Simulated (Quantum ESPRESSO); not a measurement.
Crystal: MgS (Niningerite).

```
S Mg
1.0
     0.00000    2.60165    2.60165
     2.60165    0.00000    2.60165
     2.60165    2.60165    0.00000
S Mg
1 1
Direct
  0.50000 0.50000 0.50000
  0.00000 0.00000 0.00000
```

Program: Quantum ESPRESSO 7.5. Alike in all runs: task dielectric tensor; no spin polarisation; cell as given; k mesh 6 × 6 × 6, shifted; cutoff (eV) 612; smearing fermi-dirac 0.05 eV.

Q: Order these runs on this cell by their pressure, lowest first.
A. level WC; potentials or basis GBRV 1.5 PBE
B. level BLYP; potentials or basis GBRV 1.5 PBE
C. level LDA; potentials or basis GBRV 1.5 LDA; form of the LDA correlation PZ81

A: C (-3.4 GPa), A (-0.7 GPa), B (3.8 GPa).

Caveats: the potentials were made for another functional, which shifts forces and pressure (some runs); the cell is more than 3 GPa from zero pressure, which shifts response properties (some runs).

Runs at the PBE level aren't shown here.
